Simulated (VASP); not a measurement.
Here is a VASP 6.6.1 calculation.

File POSCAR:

```
KCl
1.0
    0.0000000000      3.1253521200      3.1253521200
    3.1253521200      0.0000000000      3.1253521200
    3.1253521200      3.1253521200      0.0000000000
K Cl
1 1
Direct
    0.0000000000      0.0000000000      0.0000000000
    0.5000000000      0.5000000000      0.5000000000
```

The input INCAR.step1:

```
  PREC = Accurate
  ENCUT = 520
  ISMEAR = -1
  SIGMA = 0.02
  LREAL = F
  LASPH = T
  NELM = 80
  NBANDS = 15
  GGA = PE
  ALGO = Normal
  EDIFF = 1E-4
  LWAVE = T
  LCHARG = F
```

File INCAR.step2:

```
  PREC = Accurate
  ENCUT = 520
  EDIFF = 1E-6
  ISMEAR = -1
  SIGMA = 0.02
  LREAL = F
  LASPH = T
  NELM = 80
  ALGO = Normal
  ISIF = 2
  LWAVE = F
  LCHARG = T
  METAGGA = R2SCAN
  LMIXTAU = T
  LELF = T
  LVHAR = T
  NBANDS = 15
  ISTART = 1
```

Contents of KPOINTS:

```
Automatic mesh
0
Gamma
  8 8 8
```

Potentials or basis: VASP PAW PBE potentials, release 64 (K_sv, Cl).

Command:

```sh
$ cat potpaw_PBE.64/K_sv/POTCAR potpaw_PBE.64/Cl/POTCAR > POTCAR
$ cp INCAR.step1 INCAR
$ mpirun -np 1 vasp_std > vasp.out
$ cp INCAR.step2 INCAR
$ mpirun -np 1 vasp_std > vasp.out
```

**Question.** Predict the band gap on the k mesh.

**Answer.** 5.90 eV.

**Question.** What does it give for the pressure?

**Answer.** 0.4 GPa.

Caveat: the PAW data sets were made with another functional, which shifts forces and pressure a little.

**The experiment to reproduce.**

A printed reference work, monograph reports, for a bulk crystal of KCl: band gap 8.68 eV.

A measured gap of KCl is 8.68 eV (a printed reference work, monograph); the calculated 5.90 eV misses it by -2.78 eV. The value is that of r2SCAN on a finite k mesh, which can miss the band edges, without temperature or zero-point motion.
